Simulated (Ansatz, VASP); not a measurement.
## Na: VASP beside Ansatz

```
Na
1.0
    -2.06192    2.06192    2.11750
     2.06192   -2.06192    2.11750
     2.17308    2.17308   -2.11750
Na
1
Direct
  0.00000 0.00000 0.00000
```

Change from the starting cell: strain +0.0525 x Voigt [0, 0, 0, 0, 0, 1], atoms carried along.

Alike in both runs: task single point; functional PBEsol; k mesh 16 × 16 × 16; occupations gaussian, width 0.15 eV; no spin polarisation.

|  | VASP | Ansatz |
| --- | --- | --- |
| version | VASP 6.6.1 | Ansatz 0.2.0 |
| potentials or method | VASP PAW PBE potentials, release 64 (Na_pv) | scalar-relativistic, plane waves, PAW |
| plane-wave cutoff (eV) | 520 | 420 |
| valence electrons in the cell | 7 | 9 |

|  | VASP | Ansatz | Ansatz less VASP |
| --- | --- | --- | --- |
| gap on the k mesh at the Fermi level (eV) | none | none | - |
| pressure (GPa) | -0.3 | -0.3 | +0.02 |
| largest component of the traceless stress (GPa) | 0.33 | 0.33 | -0.001 |

A gap of «none» marks a metal or a gap that the smearing closes. The two sets of potentials don't hold the same shells in valence.

Caveats: the PAW data sets were made with another functional, which shifts forces and pressure a little (VASP).
